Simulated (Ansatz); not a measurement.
`C=C[SiH2][SiH2]F` + `CC(=O)Cl` → `F[SiH2][SiH2]Cl` + `C=CC(C)=O`  (formal exchange of groups at the Si–C bond)

Calculated with Ansatz (gas phase, PBE0-D4/def2-TZVP geometries, no zero-point term in ΔE). CCSD(T)/CBS is the MP2 limit (def2-TZVPP, def2-QZVPP) plus CCSD(T) − MP2 in def2-TZVPP, frozen cores. This one scheme is used for every species. DFT in def2-TZVPP. Each species was taken in one conformer, which may not be the lowest.

(1) Is it downhill or uphill in electronic energy at CCSD(T)/CBS, and by how much? (Best estimate.)

(2) What do these levels give: PBE-D4, ωB97X-V, PBE, CCSD/def2-TZVPP, SCS-MP2/def2-QZVPP, HF/CBS(def2)? (An estimate is asked.)

Largest T1 diagnostic among the species: 0.014.

Answers

(1) The calculation gave: Downhill: ΔE = -24.3 kcal/mol.

(2) The calculation gave: PBE-D4 -19.8, ωB97X-V -23.7, PBE -19.8, CCSD/def2-TZVPP -24.6, SCS-MP2/def2-QZVPP -24.5, HF/CBS(def2) -28.4 kcal/mol.

From PBE to PBE0 (25 % exact exchange), in def2-TZVPP and without D4, ΔE moves by −2.8 kcal/mol. In def2-TZVPP, CCSD(T) changes the Hartree–Fock value by +4.8 kcal/mol (the triples alone add +1.1 kcal/mol) and MP2 by +4.6 kcal/mol.
